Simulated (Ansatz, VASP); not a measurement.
ZnS in VASP and in Ansatz

File INCAR:

```
PREC = Accurate
ENCUT = 520
EDIFF = 1E-7
ISMEAR = 0
SIGMA = 0.05
LREAL = F
LASPH = T
NELM = 100
ALGO = Normal
ISIF = 2
LWAVE = F
LCHARG = F
GGA = PS
NBANDS = 16
```

The input KPOINTS:

```
regular mesh
0
Gamma
  14 14 14
```

File POSCAR:

```
ZnS
1.0
    0.0000000000      2.5796204407      2.5796204407
    2.5796204407      0.0000000000      2.5796204407
    2.5796204407      2.5796204407      0.0000000000
Zn S
1 1
Direct
    0.0000000000      0.0000000000      0.0000000000
    0.5000000000      0.5000000000      0.5000000000
```

Input for Ansatz:

```yaml
crystal:
  lattice:
    - [0.0, 2.5796204407, 2.5796204407]
    - [2.5796204407, 0.0, 2.5796204407]
    - [2.5796204407, 2.5796204407, 0.0]
  atoms:
    - { symbol: Zn, position: [0.0, 0.0, 0.0] }
    - { symbol: S, position: [0.5, 0.5, 0.5] }
scf:
  occupations: { method: gaussian, width: 0.05 }
output:
  forces: true
  stress: true
  eigenvalues: true
  write_density: true
  write_potential: true
  elf: true
  volumetric_format: npy
hamiltonian:
  xc: pbesol
basis:
  ecutwfc: 500
kpoints:
  mp_grid: { grid: [14, 14, 14] }
```

Alike in both runs: task single point; functional PBEsol; k mesh 14 × 14 × 14; occupations gaussian, width 0.05 eV; no spin polarisation.

|  | VASP | Ansatz |
| --- | --- | --- |
| version | VASP 6.6.1 | Ansatz 0.2.0 |
| potentials or method | VASP PAW PBE potentials, release 64 (Zn, S) | scalar-relativistic, plane waves, PAW |
| plane-wave cutoff (eV) | 520 | 500 |
| valence electrons in the cell | 18 | 18 |

```tsv
	VASP	Ansatz	Ansatz less VASP
gap on the k mesh at the Fermi level (eV)	none	none	-
pressure (GPa)	-6.6	-6.8	-0.20
```

A gap of «none» marks a metal or a gap that the smearing closes. With one functional, cell and mesh, what is left measures potentials, basis and numerics.

Caveats: the PAW data sets were made with another functional, which shifts forces and pressure a little (VASP).
